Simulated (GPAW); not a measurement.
## Optical response of BN (Qingsongite)

Wanted: where BN (Qingsongite) starts to absorb, how strongly, and its refractive index.

Program: GPAW 26.7.0. Level of theory: DFT, PBE, plane-wave PAW (GPAW data sets), scalar-relativistic, RPA, optical limit. Results are calculated unless marked as measured.

Most raw output is cut from this account.

### Step 1. The starting structure

Symmetry: F-43m, No. 216, cubic system. The conventional cell has a = 3.615 Å, b = 3.615 Å, c = 3.615 Å, α = 90.00°, β = 90.00°, γ = 90.00°. N has 4 B at 1.57 Å nearest. Nearest to B lie 4 N at 1.57 Å. Farther neighbours and most contacts between anions are not listed.

### Step 2. Ground state

The self-consistent density comes first; it also tells whether there is a gap, which decides the occupations and the need for a Drude term.

This step: DFT, PBE, plane-wave PAW (GPAW data sets), scalar-relativistic, ground state (GPAW 26.7.0).

Contents of gs.py:

```python
from ase import Atoms
from ase.dft.bandgap import bandgap
from gpaw import GPAW, PW, FermiDirac

atoms = Atoms(['N', 'B'],
              cell=[[0.000000000000, 1.807500000000, 1.807500000000],
                    [1.807500000000, 0.000000000000, 1.807500000000],
                    [1.807500000000, 1.807500000000, 0.000000000000]],
              scaled_positions=[[0.750000000000, 0.750000000000, 0.750000000000],
                                [0.000000000000, 0.000000000000, 0.000000000000]],
              pbc=[True, True, True])
atoms.calc = GPAW(mode=PW(550), xc='PBE', kpts={'size': (11, 11, 11), 'gamma': True},
                  occupations=FermiDirac(0.05), maxiter=150, txt='gs.txt')
print('energy (eV)', atoms.get_potential_energy())
print('Fermi level (eV)', atoms.calc.get_fermi_level())
print('valence electrons', atoms.calc.get_number_of_electrons())
print('gap (eV)', bandgap(atoms.calc, output=None)[0])
print('direct gap (eV)', bandgap(atoms.calc, direct=True, output=None)[0])
atoms.calc.write('gs.gpw')
```

Started as:

```console
$ OMP_NUM_THREADS=1 python gs.py
```

The job ended after 3.8 s (1 thread of Arm Neoverse V2, shared host; peak memory 0.12 GiB).

Numbers from this step:

```
energy                 : -17.16 eV
Fermi energy           : 12.34 eV
gap on the k-mesh      : 4.519 eV
direct gap on the mesh : 8.799 eV
electrons              : 8
```

There is a gap, 4.52 eV on this mesh (points off the mesh can give less), so no carriers' term is needed.

### Step 3. Bands for the response

At the fixed density, many empty bands are solved on the mesh of the response, since the spectrum sums over them.

This step: DFT, PBE, plane-wave PAW (GPAW data sets), scalar-relativistic, bands at fixed density (GPAW 26.7.0).

Contents of nscf.py:

```python
from ase.dft.bandgap import bandgap
from gpaw import GPAW, FermiDirac

calc = GPAW('gs.gpw').fixed_density(kpts={'size': (17, 17, 17), 'gamma': True}, nbands=20, convergence={'bands': 14},
                                    occupations=FermiDirac(0.001), txt='nscf.txt')
print('gap (eV)', bandgap(calc, output=None)[0])
print('direct gap (eV)', bandgap(calc, direct=True, output=None)[0])
print('top band over the Fermi level (eV)', min(calc.get_eigenvalues(kpt=k)[13] for k in range(len(calc.get_ibz_k_points()))) - calc.get_fermi_level())
calc.write('full.gpw', mode='all')
```

Started as:

```console
$ OMP_NUM_THREADS=1 python nscf.py
```

The job ended after 14 s (1 thread; peak memory 0.16 GiB).

Read-outs, printed or worked out from the files:

```
gap on the k-mesh : 4.459 eV
```

### Step 4. Dielectric function, RPA

Transitions between filled and empty bands, summed over the zone, give the optical response, so mesh, band count and broadening shape it.

The induced potential is part of this response.

This step: DFT, PBE, plane-wave PAW (GPAW data sets), scalar-relativistic, RPA, optical limit (GPAW 26.7.0).

Contents of df.py:

```python
from gpaw.response.df import DielectricFunction

df = DielectricFunction('full.gpw', frequencies={'type': 'nonlinear', 'domega0': 0.03, 'omega2': 8},
                        ecut=50,
                        eta=0.12,
                        nbands=14,
                        txt='df.txt')
for direction in ['x', 'z']:
    df.get_dielectric_function(xc='RPA', direction=direction, filename=f'df_{direction}.csv')
```

Started as:

```console
$ OMP_NUM_THREADS=1 python df.py
```

Wall time 3 s (1 thread); peak memory 0.2 GiB.

Read-outs, printed or worked out from the files:

```
electronic dielectric constant ε∞, mean over x, y and z (by symmetry where fewer were run) : 4.517
main peak of Im epsilon, first axis                                                        : 12.17 eV
```

Some rows of df_x.csv (energy; Re and Im without local fields; Re and Im with them):

```text
0.000000, 4.699922, 0.000000, 4.517031, 0.000000
0.429336, 4.704363, 0.002487, 4.521156, 0.002310
0.878195, 4.718587, 0.005133, 4.534365, 0.004766
1.347938, 4.744247, 0.008005, 4.558190, 0.007432
1.840057, 4.783523, 0.011195, 4.594647, 0.010390
2.356191, 4.839343, 0.014832, 4.646440, 0.013759
2.898142, 4.915724, 0.019101, 4.717273, 0.017707
3.467895, 5.018324, 0.024282, 4.812350, 0.022492
4.067647, 5.155390, 0.030822, 4.939244, 0.028519
4.699832, 5.339460, 0.039473, 5.109437, 0.036470
5.367152, 5.590698, 0.051606, 5.341342, 0.047589
6.072622, 5.944115, 0.070013, 5.666817, 0.064391
6.819608, 6.467759, 0.101369, 6.147501, 0.092871
7.611886, 7.321457, 0.166941, 6.927249, 0.151988
8.453705, 9.083064, 0.412810, 8.520348, 0.370163
9.349861, 12.112239, 3.478000, 11.284283, 3.077850
10.305790, 9.300228, 7.854506, 8.863133, 7.081343
11.327680, 7.989218, 11.198181, 7.772550, 10.161272
12.422601, -2.946216, 12.277796, -2.023270, 11.726904
13.598673, -1.739674, 5.069991, -1.463929, 4.879458
```

Values under the direct gap are tails of Lorentzian lines. Table of Im ε, E ∥ x or z by photon energy; read off at these points:

```
photon energy (eV)  Im ε, E ∥ x or z
              0.00                 0
              0.50           0.00269
              1.00           0.00545
              1.50           0.00833
              2.00            0.0114
              2.50            0.0148
              3.00            0.0185
              3.50            0.0228
              4.00            0.0278
              4.50            0.0337
              5.00            0.0410
              5.50            0.0503
              6.00            0.0623
              6.50            0.0788
              7.00             0.103
              7.50             0.140
              8.00             0.210
              8.50             0.404
              9.00              1.97
              9.50              4.69
             10.00              7.22
             10.50              7.83
             11.00              9.34
             11.50              11.8
             12.00              13.9
             12.18              15.7
             12.50              11.2
             13.00              9.09
             13.50              5.15
```

Table of Re ε, E ∥ x or z by photon energy:

photon energy (eV), Re ε, E ∥ x or z and a bar from the least value:
```
      0.0        4.5 ###############
      0.5        4.5 ###############
      1.0        4.5 ###############
      1.5        4.6 ###############
      2.0        4.6 ###############
      2.5        4.7 ###############
      3.0        4.7 ################
      3.5        4.8 ################
      4.0        4.9 ################
      4.5        5.1 ################
      5.0        5.2 #################
      5.5        5.4 #################
      6.0        5.6 ##################
      6.5        5.9 ##################
      7.0        6.3 ###################
      7.5        6.8 ####################
      8.0        7.5 ######################
      8.5        8.7 ########################
      9.0       10.3 ############################
      9.5       11.4 ##############################
     10.0       10.1 ###########################
     10.5        9.1 #########################
     11.0        9.0 #########################
     11.5        7.7 ######################
     12.0        4.1 ##############
     12.5       -2.1 #
     13.0       -2.4 
     13.5       -2.4
```

Values under the direct gap are tails of Lorentzian lines. Table of Im ε, E ∥ x or z by photon energy; read off at these points:

```
photon energy (eV)  without local fields  with local fields
              0.00                     0                  0
              0.50               0.00290            0.00269
              1.00               0.00587            0.00545
              1.50               0.00897            0.00833
              2.00                0.0123             0.0114
              2.50                0.0159             0.0148
              3.00                0.0200             0.0185
              3.50                0.0246             0.0228
              4.00                0.0300             0.0278
              4.50                0.0365             0.0337
              5.00                0.0445             0.0410
              5.50                0.0545             0.0503
              6.00                0.0678             0.0623
              6.50                0.0858             0.0788
              7.00                 0.112              0.103
              7.50                 0.154              0.140
              8.00                 0.232              0.210
              8.50                 0.451              0.404
              9.00                  2.24               1.97
              9.50                  5.31               4.69
             10.00                  8.01               7.22
             10.50                  8.65               7.83
             11.00                  10.3               9.34
             11.50                  13.0               11.8
             12.00                  15.4               13.9
             12.18                  17.1               15.7
             12.50                  11.7               11.2
             13.00                  9.51               9.09
             13.50                  5.25               5.15
```

Table of reflectivity at normal incidence, E ∥ x or z by photon energy; read off at these points:

```
photon energy (eV)  reflectivity at normal incidence, E ∥ x or z (%)
              0.00                                              13.0
              0.50                                              13.0
              1.00                                              13.0
              1.50                                              13.1
              2.00                                              13.3
              2.50                                              13.5
              3.00                                              13.7
              3.50                                              14.0
              4.00                                              14.3
              4.50                                              14.8
              5.00                                              15.3
              5.50                                              15.8
              6.00                                              16.6
              6.50                                              17.4
              7.00                                              18.5
              7.50                                              19.8
              8.00                                              21.6
              8.50                                              24.3
              9.00                                              28.1
              9.50                                              31.8
             10.00                                              33.4
             10.50                                              33.4
             11.00                                              35.6
             11.50                                              39.2
             12.00                                              43.6
             12.26                                              50.3
             12.50                                              48.4
             13.00                                              47.2
             13.34                                              49.9
             13.50                                              44.4
```

The refractive index n and extinction k by photon energy:

```
photon energy (eV)     n        k
               0.0  2.13        0
               0.5  2.13   6.3e-4
               1.0  2.13  0.00128
               1.5  2.14  0.00195
               2.0  2.15  0.00266
               2.5  2.16  0.00342
               3.0  2.18  0.00425
               3.5  2.20  0.00519
               4.0  2.22  0.00626
               4.5  2.25  0.00751
               5.0  2.28  0.00899
               5.5  2.32   0.0108
               6.0  2.37   0.0131
               6.5  2.43   0.0162
               7.0  2.51   0.0205
               7.5  2.61   0.0269
               8.0  2.74   0.0384
               8.5  2.94   0.0686
               9.0  3.22    0.306
               9.5  3.44    0.682
              10.0  3.36     1.07
              10.5  3.25     1.20
              11.0  3.31     1.41
              11.5  3.31     1.79
              12.0  3.05     2.29
              12.5  2.15     2.60
              13.0  1.87     2.43
              13.5  1.28     2.01
```

From ε follow the optical constants at some laser and lamp lines:

```
wavelength (nm)     n      k  R (%)     1/α
           1064  2.13  0.001   13.1   57 µm
            800  2.14  0.002   13.2   32 µm
            633  2.15  0.003   13.3   19 µm
            405  2.18  0.004   13.7  7.4 µm
            308  2.22  0.006   14.4  3.9 µm
            248  2.28  0.009   15.3  2.2 µm
            193  2.42  0.016   17.3  980 nm
```

Below the direct gap, k and the depth come from the tails of the Lorentzian lines, not from transitions.

### Step 5. Results

```
electronic dielectric constant ε∞, mean over x, y and z (by symmetry where fewer were run) (RPA) : 4.52
main peak of Im epsilon, first axis                                                              : 12.2 eV
```

What this shows: At this level (PBE, RPA) BN has ε∞ = 4.52 and n = 2.13 at 1550 nm, and Im ε peaks at 12.2 eV. On the mesh the gap is 4.46 eV and the least direct gap 8.80 eV, so on this mesh the band edges lie at different points. Local fields change the static value along x from 4.70 to 4.52 (-4 %). Excitons and phonon-assisted transitions are missing; PBE gaps are as a rule too small, which pulls the onset down and ε∞ up. The sum runs over mesh points, so small or evenly spaced maxima can still be ripples of the mesh.

[Machine, clock and banner lines and Python warnings are left out of the logs.]

[Logs are printed without paths, hosts, clocks, repeated set-up lines and the standing remarks that a program may print on its own settings, such as how far it seeks lower states.]

[Hosts, paths, dates, database ids (printed as entryN), source tags and the programs' standing remarks are cut or masked in the printed files.]
